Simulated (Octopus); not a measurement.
MgO under changes of volume

One of the cells (9.221 Å³/atom); the others are scaled copies at fixed shape and fractional positions:

```
Mg O
1.0
     0.00000    2.09700    2.09700
     2.09700    0.00000    2.09700
     2.09700    2.09700    0.00000
Mg O
1 1
Direct
  0.00000 0.00000 0.00000
  0.50000 0.50000 0.50000
```

The cell is a database's computed one.

- Program: Octopus 16.4
- Functional: PBEsol
- Potentials or basis: pseudodojo_pbesol (PseudoDojo 0.4, PBEsol)
- Grid spacing: 0.129 Å
- k mesh: 11 × 11 × 11
- Occupations: fermi-dirac, width 0.05 eV
- Spin: no spin polarisation

```csv
volume (Å³/atom),energy over the lowest point (meV/atom),gap on the mesh (eV)
8.668,40.18,5.42
8.853,?,?
9.037,11.99,4.99
9.221,3.98,4.79
9.406,0.00,4.60
9.590,0.50,4.41
9.775,5.02,4.24
```

What does the run at 8.853 Å³/atom give?

Energy over the lowest point 23.22 meV/atom; gap on the mesh 5.20 eV.

Worked out: A Birch-Murnaghan fit of order 3 (a polynomial in V^(-2/3)) to the other rows has its minimum at 9.48 Å³/atom with B0 = V·E''(V) = 189 GPa (rough, since the energies scatter). It gives 24.08 meV/atom at 8.853 Å³/atom, against the run's 23.22. A straight line through the other rows of the gap, of slope -9.83 eV per unit of ln V (its deformation potential), gives 5.20 eV, against the run's 5.20.

Energies are extrapolated to zero smearing.
